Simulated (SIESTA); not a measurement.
LiCl in SIESTA: the effect of functional

LiCl:

```xyz
2
Lattice="0.0000 2.5648 2.5648 2.5648 0.0000 2.5648 2.5648 2.5648 0.0000" Properties=species:S:1:pos:R:3 pbc="T T T"
Cl    2.5648    2.5648    2.5648
Li    0.0000    0.0000    0.0000
```

Alike in all runs:

```yaml
Program: SIESTA 5.4.2
Task: single point
Basis: DZP (energy shift 0.003 Ry; two zetas on semicore shells)
Grid_cutoff: 800 Ry
Energy_shift: 0.003 Ry
k_mesh: 9 × 9 × 9
Occupations: fermi-dirac, width 0.05 eV
Spin: no spin polarisation
```

```tsv
functional	potentials or basis	gap on the mesh (eV)	pressure (GPa)
LDA	PseudoDojo 0.4 standard (LDA files)	?	?
PBEsol	PseudoDojo 0.4 standard (PBEsol files)	6.38	-0.9
AM05	PseudoDojo 0.4 standard (PBEsol files)	6.50	0.1
WC	PseudoDojo 0.4 standard (PBEsol files)	6.39	-0.8
PBE	PseudoDojo 0.4 standard (PBE files)	6.54	0.7
PW91	PseudoDojo 0.4 standard (PBE files)	6.55	0.7
revPBE	PseudoDojo 0.4 standard (PBE files)	6.72	2.4
RPBE	PseudoDojo 0.4 standard (PBE files)	6.75	2.6
BLYP	PseudoDojo 0.4 standard (PBE files)	6.71	2.5
```

What does the run with functional LDA give?

gap on the mesh 6.24 eV; pressure -2.9 GPa.

Caveats: an odd mesh through Γ misses points on the zone boundary, where band edges often lie; the basis of atomic orbitals isn't converged, which shifts pressures, moduli and gaps; the potentials were made for another functional, which shifts forces and pressure (some runs).
